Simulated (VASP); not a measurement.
The system is Ge.

```
CELL_PARAMETERS angstrom
1.39715 -2.60052 0.00000
1.39715 2.60052 0.00000
0.00000 0.00000 2.69823
ATOMIC_POSITIONS crystal
Ge 0.50000 0.50000 0.00000
```

This isn't the form of Ge at room conditions, which is diamond.

* Program: VASP 6.6.1
* Task: relaxation of cell and atoms
* Functional: rSCAN
* Potentials or basis: VASP PAW PBE potentials, release 64 (Ge_d)
* Cutoff: 600 eV
* k mesh: 11 × 11 × 10
* Occupations: gaussian, width 0.05 eV
* Spin: no spin polarisation

At the start: pressure -2.9 GPa; volume 19.61 Å³/atom.

Q: Where does the relaxation end?

A: Over 31 steps the energy falls by 13.3 meV/atom and the volume is 18.70 Å³/atom (-4.6 %); space group P6/mmm (No. 191, to 0.05 Å).

Step by step:
```tsv
step	energy change (eV)	largest force (eV/Å)	pressure (GPa)	volume (Å³)
1	0.0000	0.0000	-2.90	19.61
2	-0.0104	0.0000	0.67	18.61
3	-0.0105	0.0000	0.36	18.70
4	-0.0116	0.0000	0.03	18.74
5	-0.0117	0.0000	-0.04	18.75
6	-0.0117	0.0000	-0.20	18.78
7	-0.0118	0.0000	0.08	18.71
8	-0.0118	0.0000	0.02	18.71
9	-0.0119	0.0000	0.04	18.71
10	-0.0125	0.0000	-0.16	18.73
11	-0.0132	0.0000	-0.15	18.76
12	-0.0132	0.0000	-0.09	18.76
13	-0.0132	0.0000	-0.06	18.77
14	-0.0132	0.0000	0.25	18.70
15	-0.0132	0.0000	0.03	18.73
16	-0.0132	0.0000	0.04	18.71
17	-0.0132	0.0000	0.28	18.66
18	-0.0133	0.0000	0.12	18.69
19	-0.0133	0.0000	0.29	18.68
20	-0.0133	0.0000	0.09	18.69
21	-0.0133	0.0000	0.21	18.68
22	-0.0133	0.0000	0.15	18.68
23	-0.0133	0.0000	0.20	18.68
24	-0.0133	0.0000	0.20	18.68
25	-0.0133	0.0000	0.11	18.68
26	-0.0133	0.0000	-0.05	18.69
27	-0.0133	0.0000	0.15	18.69
28	-0.0133	0.0000	0.03	18.70
29	-0.0133	0.0000	0.13	18.70
30	-0.0133	0.0000	0.03	18.70
31	-0.0133	0.0000	0.00	18.70
```

Final structure:
```
Ge
1.0
     1.42286   -2.44554    0.00000
     1.42286    2.44554    0.00000
     0.00000    0.00000    2.68740
Ge
1
Direct
  0.50000 0.50000 0.00000
```

Caveat: the PAW data sets were made with another functional, which shifts forces and pressure a little.
